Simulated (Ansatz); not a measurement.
Trial inputs on InSb

The reference input for Ansatz (plane-wave DFT with PAW):

```yaml
crystal:
  lattice:
    - [0.0, 3.073513, 3.073513]
    - [3.073513, 0.0, 3.073513]
    - [3.073513, 3.073513, 0.0]
  atoms:
    - { symbol: In, position: [0.0, 0.0, 0.0] }
    - { symbol: Sb, position: [0.5, 0.5, 0.5] }
basis:
  ecutwfc: 420
kpoints:
  mp_grid: { grid: [4, 4, 4] }
hamiltonian:
  xc: pbe
scf:
  occupations: { method: gaussian, width: 0.1 }
output:
  forces: true
  stress: true
  eigenvalues: true
```

Command:

```bash
ansatz run input.yaml --threads 1 --pin off --max-ram 1331MiB --backend cpu --events-out ev --progress --plain --runs-dir out
```

The run converges in 7 SCF iterations on 8 irreducible k-points: pressure 1.83 GPa, no gap.

These settings were drawn at random to show what each does; none of the numbers is a converged property of the crystal. Each trial's input is given as a difference from the reference's; energies are extrapolated to zero smearing where there is one, and pressure is positive in compression. Charged cells sit in a uniform background, and their pressures hang on that convention.

**Question.** Trial 1:

```diff
 basis:
-  ecutwfc: 420
+  ecutwfc: "18 Ry"
 hamiltonian:
+  dispersion: none
```

What does the program give?

**Answer.** The run converges in 7 SCF iterations on 8 irreducible k-points: pressure 2.25 GPa (unreliable at so low a cutoff), no gap. It warns that the cutoff lies under the recommended one, 420 eV for these potentials.

**Question.** Trial 2 (volume scaled):

```diff
 crystal:
   lattice:
-    - [0.0, 3.073513, 3.073513]
-    - [3.073513, 0.0, 3.073513]
-    - [3.073513, 3.073513, 0.0]
+    - [0.0, 3.0455986256, 3.0455986256]
+    - [3.0455986256, 0.0, 3.0455986256]
+    - [3.0455986256, 3.0455986256, 0.0]
+total_charge: -0.1
 basis:
-  ecutwfc: 420
+  ecutrho_ratio: 3
 hamiltonian:
-  xc: pbe
+  xc: revpbe
+  pseudopotentials: { kind: nc }
```

What does the program give?

**Answer.** The run converges in 7 SCF iterations on 8 irreducible k-points: at 1088 eV, the cutoff that these potentials take when none is typed, pressure 4.24 GPa (with the neutralising background of the charged cell), no gap. It warns that the density cutoff lies under the recommended one.

**Question.** Trial 3:

```diff
+total_charge: 0.25
 basis:
-  ecutwfc: 420
+  ecutwfc: 340
 kpoints:
-  mp_grid: { grid: [4, 4, 4] }
+  mp_grid: { grid: [2, 2, 2] }
 scf:
-  occupations: { method: gaussian, width: 0.1 }
+  occupations: { method: methfessel_paxton, width: 0.007 }
```

What does the program give?

**Answer.** The run converges in 6 SCF iterations on 3 irreducible k-points: pressure 9.68 GPa (with the neutralising background of the charged cell), no gap. It warns that the cutoff lies under the recommended one, 420 eV for these potentials.

**Question.** Trial 4:

```diff
 basis:
-  ecutwfc: 420
+  ecutwfc: "12 Ha"
 hamiltonian:
+  hubbard: { sites: [{ species: In, l: d, u_eff: 1.4 }] }
 scf:
-  occupations: { method: gaussian, width: 0.1 }
+  occupations: { method: tetrahedron_uncorrected }
+  max_iter: 63
+relax:
+  adjacent_minimum: "off"
+  f_tol: 0
+magnetization:
+  spin_polarized: true
+  initial_magnetization: 4.0
```

How does this run end?

**Answer.** The program refuses the input:

```text
Error: invalid value for `relax.f_tol`: must be finite and > 0; got 0 eV/Å
```

Next try, with these keys changed back:

```diff
-relax:
-  adjacent_minimum: "off"
-  f_tol: 0
```

The run converges in 16 SCF iterations on 8 irreducible k-points: pressure 1.72 GPa, no gap, cell moment 0.00 μB. It warns that the printed bands weren't solved further after the SCF; that the cutoff lies under the recommended one, 420 eV for these potentials; that the count of filled bands differs between k-points; that the starting moments were lost. Under a U the state reached may not be the lowest.

**Question.** Trial 5:

```diff
 basis:
-  ecutwfc: 420
+  ecutwfc: 170
 hamiltonian:
-  xc: pbe
+  xc: r2scan
```

What happens?

**Answer.** The run converges in 8 SCF iterations on 8 irreducible k-points: pressure -8.61 GPa (unreliable at so low a cutoff), no gap. It warns that the cutoff lies under the recommended one, 500 eV for these potentials.

**Question.** Trial 6:

```diff
 basis:
-  ecutwfc: 420
+  ecutwfc: 330
+  ecutrho_ratio: 8
 kpoints:
-  mp_grid: { grid: [4, 4, 4] }
+  mp_grid: { grid: [2, 2, 2] }
 hamiltonian:
-  xc: pbe
+  xc: pbesol
+  hubbard: { sites: [{ species: In, l: d, u_eff: 0.78 }] }
 scf:
-  occupations: { method: gaussian, width: 0.1 }
+  occupations: { method: methfessel_paxton, width: "0.005 Ry" }
+  lower_state_search: standard
+  max_iter: 30
+  convergence: { dr2_threshold: "1e-8 eV" }
 output:
+  optics: { e_range: [0, 10], sigma: 0.2 }
```

What does the program give?

**Answer.** The run converges in 8 SCF iterations on 3 irreducible k-points: pressure 6.74 GPa, no gap. It warns that the cutoff lies under the recommended one, 420 eV for these potentials; that the count of filled bands differs between k-points; that optics were asked on partly filled bands; that the SCF threshold is loose for the stress.